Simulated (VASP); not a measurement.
A run of VASP 6.6.1 is set up as follows.

POSCAR

```
MnO
1.0
    0.0000000000      2.2220003300      2.2220003300
    2.2220003300      0.0000000000      2.2220003300
    2.2220003300      2.2220003300      0.0000000000
Mn O
1 1
Direct
    0.0000000000      0.0000000000      0.0000000000
    0.5000000000      0.5000000000      0.5000000000
```

Contents of INCAR.step1:

```
PREC = Accurate ; ENCUT = 520
EDIFF = 1E-5 ; ISMEAR = -1
SIGMA = 0.05 ; LREAL = False
LASPH = True ; NELM = 100
ALGO = Normal ; ISIF = 2
LWAVE = True ; LCHARG = False
ISPIN = 2 ; MAGMOM = 4 0
LORBIT = 11 ; LMAXMIX = 4
NBANDS = 20 ; GGA = PE
```

The input INCAR.step2:

```
PREC = Accurate ; ENCUT = 520
EDIFF = 1E-6 ; ISMEAR = -1
SIGMA = 0.05 ; LREAL = False
LASPH = True ; NELM = 100
ALGO = Normal ; ISIF = 2
LWAVE = False ; LCHARG = False
ISPIN = 2 ; MAGMOM = 4 0
LORBIT = 11 ; LMAXMIX = 4
GGA = PE ; LHFCALC = True
AEXX = 0.25 ; PRECFOCK = Fast
HFRCUT = -1 ; NBANDS = 20
ISTART = 1
```

Contents of KPOINTS:

```
Automatic mesh
0
Gamma
  5 5 5
```

Potentials or basis: VASP PAW PBE potentials, release 64 (Mn_pv, O).

Run with:

```console
$ cat potpaw_PBE.64/Mn_pv/POTCAR potpaw_PBE.64/O/POTCAR > POTCAR
$ cp INCAR.step1 INCAR
$ mpirun -np 1 vasp_std > vasp.out
$ cp INCAR.step2 INCAR
$ mpirun -np 1 vasp_std > vasp.out
```

Estimate the band gap on the k mesh.

2.19 eV, indirect (least direct gap 4.79 eV).

What does it give for the site moments?

Mn +4.58; O +0.20 μB.

Estimate the pressure.

1.8 GPa.

Caveat: the k mesh is coarse (spacing up to 0.49 Å⁻¹), so the values aren't converged, least of all with exact exchange; the PAW data sets were made with another functional, which shifts forces and pressure a little; an odd mesh through Γ misses points on the zone boundary, where band edges often lie; a cell with one magnetic atom can't hold antiferromagnetic order, which such compounds often take.
